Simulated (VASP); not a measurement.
**Ru: single point with PBE**

The system is Ru.

```
Ru
1.0
     2.70580    0.00000    0.00000
    -1.35290    2.34329    0.00000
     0.00000    0.00000    4.28190
Ru
2
Direct
  0.66667 0.33333 0.75000
  0.33333 0.66667 0.25000
```

| Quantity | Value |
| --- | --- |
| Program | VASP 6.6.1 |
| Task | single point |
| Functional | PBE |
| Potentials or basis | VASP PAW PBE potentials, release 64 (Ru_pv) |
| Cutoff | 520 eV |
| k mesh | 11 × 11 × 6 |
| Occupations | gaussian, width 0.013 eV |
| Spin | no spin polarisation |

```yaml
Pressure: 4.5 GPa
Band_gap_on_the_k_mesh: none (metal or under the smearing width)
```

Stress tensor (GPa, compression positive):
```
4.41 0.00 0.00
0.00 4.41 0.00
0.00 0.00 4.58
```

Levels at points of the mesh, in eV from the Fermi level:
```csv
k point,band 10,band 11,band 12,band 13,band 14,band 15,band 16,band 17,band 18,band 19
"(0.00, 0.00, 0.00)",-2.54,-2.37,-1.86,-1.86,-1.34,-1.34,1.23,1.23,1.34,10.34
"(0.00, 0.00, 0.50)",-2.71,-2.71,-2.71,-2.66,-2.66,0.60,0.60,0.60,0.60,10.48
```

Wall time 13 s on 1 thread of Intel(R) Xeon(R) 6975P-C (Granite Rapids), on a shared host, peak memory 0.15 GiB.
